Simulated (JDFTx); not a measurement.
MgB2:

```xyz
3
Lattice="3.0850 0.0000 0.0000 -1.5425 2.6717 0.0000 0.0000 0.0000 3.5230" Properties=species:S:1:pos:R:3 pbc="T T T"
Mg    0.0000    0.0000    0.0000
B     1.5425    0.8906    1.7615
B     0.0000    1.7811    1.7615
```

```yaml
Program: JDFTx 1.7.0 (patched build)
Task: single point
Functional: PBEsol
Potentials_or_basis: PseudoDojo-SR-PBEsol-0.4.1-standard with smoothed tails
Cutoff: 1143 eV
Density_cutoff: 9143 eV
k_mesh: 10 × 10 × 8
Occupations: fermi-dirac, width 0.05 eV
Spin: no spin polarisation
```

On this cell: pressure -2.7 GPa; largest force under 0.003 eV/Å; band gap on the k mesh none (metal or under the smearing width).

The same run follows on a disturbed copy (atoms moved at random, drawn with an rms of 0.05 Å):

```
Mg B
1.0
     3.08500    0.00000    0.00000
    -1.54250    2.67169    0.00000
     0.00000    0.00000    3.52300
Mg B
1 2
Cartesian
  0.0703 -0.0171 -0.0345
  1.5536 0.8592 1.7323
  0.0098 1.7804 1.7941
```

Q: What does the disturbed cell give?

A: The energy (extrapolated to zero smearing) moves by +10.9 meV/atom; pressure -2.4 GPa; largest force 0.737 eV/Å; band gap on the k mesh none (metal or under the smearing width).

Forces in eV/Å, atoms in the order of the input:
```
Mg  -0.284  0.007  0.237
B    0.135  0.157  0.466
B    0.148 -0.164 -0.703
```

Stress tensor (GPa, compression positive):
```
-2.92  0.00 -0.30
 0.00 -1.85  0.10
-0.30  0.10 -2.34
```
